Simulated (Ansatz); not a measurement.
## How ZrS2 stores the work of compression

The calculation used Ansatz, DFT PBEsol, scalar-relativistic, plane waves, PAW. Run with 420 eV cutoff, 12×12×6 k-mesh, Gaussian smearing of 0.02 eV, no spin polarisation.

Reference structure (relaxed):

```yaml
crystal:
  lattice:
    - [3.62737, 0.00000, 0.00000]
    - [-1.81369, 3.14140, 0.00000]
    - [0.00000, 0.00000, 5.88676]
  atoms:
    - { symbol: Zr, position: [0.00000, 0.00000, 0.00000] }
    - { symbol: S, position: [0.66667, 0.33333, 0.75316] }
    - { symbol: S, position: [0.33333, 0.66667, 0.24684] }
```

Cell and atoms were relaxed at each target pressure within the start's symmetry (P-3m1), at zero temperature; other phases can be more stable under pressure. H = E + PV with P the target; E is the free energy at the smearing used, whose derivative the pressure is, per atom and counted from zero pressure. The mesh named is that at zero pressure; some other pressures ran on another.

| P (GPa) | V (Å³/atom) | E − E0 (meV) | H − H0 (meV) |
| --- | --- | --- | --- |
| 0 | 22.360 | 0.0 | 0.0 |
| 2 | 20.884 | 7.8 | 268.5 |
| 5 | 19.746 | 31.9 | 648.1 |
| 10 | 18.497 | 89.3 | 1243.8 |
| 20 | 16.872 | 237.9 | 2344.1 |
| 40 | 14.717 | 631.2 | 4305.5 |

Problem. Thermodynamics gives dH/dP = V along a relaxed path. Integrate V over P by the trapezoid rule and compare with the computed enthalpies.

Solution. With 1 eV/Å³ = 160.22 GPa, each step adds the mean volume times ΔP / 160.22:
```csv
P (GPa),∫V dP (meV),H − H0 (meV),difference (meV)
2,269.9,268.5,1.4
5,650.3,648.1,2.2
10,1247.0,1243.8,3.3
20,2350.8,2344.1,6.7
40,4322.4,4305.5,17.0
```

V(P) curves upward, so the trapezoid rule runs high; integrating a smooth curve through the same points (P as a polynomial of degree 4 in ln V) puts that excess at about 15.8 meV at 40 GPa, against the 17.0 meV found.

Problem. At 40 GPa, how much of the enthalpy change is stored energy and how much is the PV term?

Solution. E rises by 631 meV/atom and PV is 40 × 14.717 / 160.22 = 3674 meV/atom, so PV makes 85 % of ΔH. So between rival structures at high pressure a small difference in volume can outweigh the difference in energy: 1 % of this volume is worth 36.7 meV/atom at this pressure.

Problem. What bulk modulus do the lowest pressures give, and how is the compression shared among the axes?

Solution. From the pressures that the runs reached, 0.00 GPa (22.360 Å³) and 2.00 GPa (20.884 Å³), B = −ΔP/Δln V = 2.00 / 0.0683 = 29 GPa, a mean over that range. Where layers or molecules are held by dispersion forces, this functional describes the zero-pressure volume and B poorly. The linear compressibilities −Δln(length)/ΔP are 4.96 along a, 4.96 along b, 24.22 along c (in TPa⁻¹). With fixed angles they add up to 1/B: 34.14 against 34.14. Softest: c, at 71 % of the volume change per axis.

Problem. The gap is 0.765 eV at 0.00 GPa and 0.407 eV at 2.00 GPa. What pressure coefficient and volume deformation potential follow?

Solution. dE_g/dP = -178.5 meV/GPa, and a_V = dE_g/d ln V = −B dE_g/dP = 5.23 eV. A gap that closes or barely moves under pressure is usual where the conduction edge lies away from the zone centre, has d character, or where the bands broaden faster than they shift. The band edges lie at other k points in the two runs, so this is a mean over different edges. Gaps are Kohn–Sham gaps over the whole zone.